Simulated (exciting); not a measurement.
Input of an exciting (release sodium) run:

Contents of input.xml:

```xml
<input>
  <title>HfN</title>
  <structure speciespath="./" tshift="false">
    <crystal scale="1">
      <basevect>6.560453659892 0.000000000000 0.000000000000</basevect>
      <basevect>3.280226829946 5.681519529856 0.000000000000</basevect>
      <basevect>3.280226829946 1.893839843348 5.356587982621</basevect>
    </crystal>
    <species speciesfile="Hf.xml" rmt="2.3">
      <atom coord="0.000000000000 0.000000000000 0.000000000000"/>
    </species>
    <species speciesfile="N.xml" rmt="1.45">
      <atom coord="0.250000000000 0.250000000000 0.250000000000"/>
    </species>
  </structure>
  <groundstate do="fromscratch" ngridk="9 9 9" rgkmax="7.5" gmaxvr="14" lmaxapw="10" lmaxmat="10" lmaxvr="8" xctype="GGA_PBE" stype="Gaussian" swidth="0.00367493" nempty="14" ValenceRelativity="iora*" epsengy="1e-05" epspot="1e-05" maxscl="60" tforce="true" outputlevel="normal"/>
  <properties>
    <chargedensityplot>
      <plot3d>
        <box grid="18 18 18">
          <origin coord="0 0 0"/>
          <point coord="1 0 0"/>
          <point coord="0 1 0"/>
          <point coord="0 0 1"/>
        </box>
      </plot3d>
    </chargedensityplot>
    <elfplot>
      <plot3d>
        <box grid="18 18 18">
          <origin coord="0 0 0"/>
          <point coord="1 0 0"/>
          <point coord="0 1 0"/>
          <point coord="0 0 1"/>
        </box>
      </plot3d>
    </elfplot>
    <exccplot>
      <plot3d>
        <box grid="18 18 18">
          <origin coord="0 0 0"/>
          <point coord="1 0 0"/>
          <point coord="0 1 0"/>
          <point coord="0 0 1"/>
        </box>
      </plot3d>
    </exccplot>
  </properties>
</input>
```

Potentials or basis: all-electron LAPW+lo, shipped species files, valence relativity iora*.

Launch:

```console
$ OMP_NUM_THREADS=1 exciting_smp
```

Question: Estimate the band gap on the k mesh.

Answer: None (metal or under the smearing width).

Question: What does it give for the density of states at the Fermi level?

Answer: 0.76 states/eV per cell.

Caveat: the log's total energy holds no entropy term; the free energy is that total less TS from the occupations. Spin-orbit coupling is left out, which matters for the levels of Hf.
